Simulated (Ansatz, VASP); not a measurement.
Cd2O3: VASP beside Ansatz

The input POSCAR:

```
Cd2O3
1.0
    3.7098359212      0.0000000000      0.0000000000
   -1.8549179606      3.2128121517      0.0000000000
    0.0000000000      0.0000000000      5.7719020805
Cd O
2 3
Direct
    0.3333333333      0.6666666667      0.2450000000
    0.6666666667      0.3333333333      0.7550000000
    0.0000000000      0.0000000000      0.0000000000
    0.3333333333      0.6666666667      0.6450000000
    0.6666666667      0.3333333333      0.3550000000
```

File INCAR.step1:

```
ALGO     = Normal         # electronic algorithm
EDIFF    = 1E-4           # SCF threshold, eV
ENCUT    = 600            # plane-wave cutoff, eV
GGA      = PE             # functional
ISMEAR   = 0              # smearing method
LASPH    = T              # aspherical terms in the spheres
LCHARG   = F              # write CHGCAR
LREAL    = F              # projectors in reciprocal space
LWAVE    = T              # write WAVECAR
NELM     = 100            # most SCF steps
PREC     = Accurate       # precision mode
SIGMA    = 0.1            # smearing width, eV
```

INCAR.step2

```
ALGO     = Normal         # electronic algorithm
EDIFF    = 1E-7           # SCF threshold, eV
EDIFFG   = -0.04          # ionic threshold
ENCUT    = 600            # plane-wave cutoff, eV
IBRION   = 2              # ionic algorithm
ISIF     = 3              # what is computed and relaxed
ISMEAR   = 0              # smearing method
ISTART   = 1            
LASPH    = T              # aspherical terms in the spheres
LCHARG   = F              # write CHGCAR
LMIXTAU  = T            
LREAL    = F              # projectors in reciprocal space
LWAVE    = F              # write WAVECAR
METAGGA  = R2SCAN         # meta-GGA
NELM     = 100            # most SCF steps
NSW      = 90             # ionic steps
PREC     = Accurate       # precision mode
SIGMA    = 0.1            # smearing width, eV
```

File KPOINTS:

```
k-points
0
Gamma
  6 6 4
```

Input for Ansatz:

```yaml
crystal:
  lattice:
    - [3.7098359212, 0.0, 0.0]
    - [-1.8549179606, 3.2128121517, 0.0]
    - [0.0, 0.0, 5.7719020805]
  atoms:
    - { symbol: Cd, position: [0.3333333333, 0.6666666667, 0.245] }
    - { symbol: Cd, position: [0.6666666667, 0.3333333333, 0.755] }
    - { symbol: O, position: [0.0, 0.0, 0.0] }
    - { symbol: O, position: [0.3333333333, 0.6666666667, 0.645] }
    - { symbol: O, position: [0.6666666667, 0.3333333333, 0.355] }
basis:
  ecutwfc: 500
kpoints:
  mp_grid: { grid: [6, 6, 4] }
hamiltonian:
  xc: r2scan
scf:
  occupations: { method: gaussian, width: 0.1 }
  lower_state_search: "off"
output:
  forces: true
  stress: true
  eigenvalues: true
relax:
  adjacent_minimum: "off"
  f_tol: 0.04
  max_steps: 70
  cell: { stress_tol: 0.4 }
```

Alike in both runs: task relaxation of cell and atoms; functional r2SCAN; k mesh 6 × 6 × 4; occupations gaussian, width 0.1 eV; no spin polarisation.

|  | VASP | Ansatz |
| --- | --- | --- |
| version | VASP 6.6.1 | Ansatz 0.2.0 |
| potentials or method | VASP PAW PBE potentials, release 64 (Cd, O) | scalar-relativistic, plane waves, PAW |
| plane-wave cutoff (eV) | 600 | 500 |
| valence electrons in the cell | 42 | 58 |

VASP gave:

- gap on the k mesh at the Fermi level, each at its own relaxed structure (eV): none
- relaxed volume (Å³/atom): 12.91
- relaxed cell length with the largest relative difference (Å): 5.760
- energy change over the relaxation (meV/atom): -29

Problem. Which values does Ansatz return?

Solution. gap on the k mesh at the Fermi level, each at its own relaxed structure (eV): none; relaxed volume (Å³/atom): 12.73; relaxed cell length with the largest relative difference (Å): 5.955; energy change over the relaxation (meV/atom): -38.

A gap of «none» marks a metal or a gap that the smearing closes. The two sets of potentials don't hold the same shells in valence.

Caveats: the PAW data sets were made with another functional, which shifts forces and pressure a little (VASP).
